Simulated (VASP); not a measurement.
All values below come from PBE GGA, VASP's PBE PAW potentials (set 64) (plane waves; VASP). Each cell was relaxed at this level, without spin-orbit coupling.

Which of these comes out without a gap?
(A) Sb, R-3m (166)
(B) BaF2, Fm-3m (225)
(C) Al2O3, R-3c (167)
(D) MgH2, P4_2/mnm (136)

A, Sb, R-3m (166). The others have gaps of 5.86 eV (Al2O3, R-3c (167)), 3.73 eV (MgH2, P4_2/mnm (136)), 6.57 eV (BaF2, Fm-3m (225)).
